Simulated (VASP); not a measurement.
A run of VASP 6.6.1 is set up as follows.

File INCAR:

```
PREC = Accurate ; ENCUT = 600
EDIFF = 1E-6 ; ISMEAR = -1
SIGMA = 0.05 ; LREAL = False
LASPH = True ; NELM = 60
ALGO = Fast ; ISIF = 3
LWAVE = False ; LCHARG = False
GGA = B5 ; ALDAX = 1.0
AGGAX = 1.0 ; AGGAC = 1.0
ALDAC = 0.0 ; IBRION = 2
NSW = 60 ; EDIFFG = -0.01
```

KPOINTS

```
regular mesh
0
Gamma
  9 9 9
```

POSCAR

```
ZrS
1.0
    0.0000000000      2.6250000000      2.6250000000
    2.6250000000      0.0000000000      2.6250000000
    2.6250000000      2.6250000000      0.0000000000
Zr S
1 1
Direct
    0.0000000000      0.0000000000      0.0000000000
    0.5000000000      0.5000000000      0.5000000000
```

Potentials or basis: VASP PAW PBE potentials, release 64 (Zr_sv, S).

Launch:

```sh
$ cat potpaw_PBE.64/Zr_sv/POTCAR potpaw_PBE.64/S/POTCAR > POTCAR
$ mpirun -np 1 vasp_std > vasp.out
```

Problem. Estimate the relaxed cell.

Solution. a = 3.767 Å, b = 3.767 Å, c = 3.767 Å, α = 60.00°, β = 60.00°, γ = 60.00°.

Problem. Estimate the relaxed volume.

Solution. 18.90 Å³/atom.

Problem. Estimate the space group after relaxing (to 0.05 Å).

Solution. Fm-3m (No. 225).

Step by step:
```
step  energy change (eV)  largest force (eV/Å)  pressure (GPa)  volume (Å³)
   1              0.0000                0.0000            5.64        36.18
   2              0.0001                0.0000           -4.78        39.61
   3             -0.0278                0.0000           -0.10        37.83
   4             -0.0278                0.0000            0.05        37.80
```

Caveat: the PAW data sets were made with another functional, which shifts forces and pressure a little. BLYP gives volumes clearly too large for solids.
